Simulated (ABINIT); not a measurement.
Wanted: the native input for an ABINIT 10.8.3 (patched build) run.

```
Task                : single point
Functional          : AM05
Potentials or basis : JTH PAW PBE v2.0
Cutoff              : 707 eV
k mesh              : 11 × 11 × 6
Occupations         : fermi-dirac, width 0.05 eV
Spin                : no spin polarisation
Fine-grid cutoff    : 1306.15 eV
```

The system is Pd.

```
Pd
1.0
     2.78367    0.00000    0.00000
    -1.39183    2.41072    0.00000
     0.00000    0.00000    4.62889
Pd
2
Direct
  0.33333 0.66667 0.25000
  0.66667 0.33333 0.75000
```

This isn't the form of Pd at room conditions, which is fcc.

One way to write it, as run:

run.abi

```
# Pseudopotentials
pp_dirpath "./"
pseudos "Pd.GGA_PBE-JTH.xml"

# Structure
acell 5.2603645593 5.2603645593 8.7473400302
rprim
     1.0000000000     0.0000000000     0.0000000000
    -0.5000000000     0.8660254038     0.0000000000
     0.0000000000     0.0000000000     1.0000000000
ntypat 1
znucl 46
natom 2
typat 1 1
xred
     0.3333333333     0.6666666667     0.2500000000
     0.6666666667     0.3333333333     0.7500000000

# Plane-wave basis
ecut 26.0
pawecutdg 48.0
pawxcdev 0

# k points
kptopt 1
ngkpt 11 11 6
nshiftk 1
shiftk 0.0 0.0 0.0

# Exchange and correlation
ixc -120135

# Bands and occupations
nband 22
occopt 3
tsmear 0.00183747

# SCF cycle
nstep 100
tolvrs 1.0e-9

# Output
iomode 3
prtwf 0
prteig 0
prtebands 0
enunit 2
prtden 1
prtvha 1
prtvclmb 1
prtpot 1
```

Potentials or basis: JTH PAW PBE v2.0.

Launch:

```bash
$ abinit run.abi > log 2>&1
```

It gave:

* Pressure: -11.2 GPa
* Band gap on the k mesh: none (metal or under the smearing width)
* Valence electrons inside the program's atomic spheres: Pd 16.84 (radii [1.3291] Å)

Caveat: the PAW data sets were made with another functional, which shifts forces and pressure a little.

It took 2.4 min on 1 thread of Arm Neoverse V1, on a shared host, peak memory 0.19 GiB.
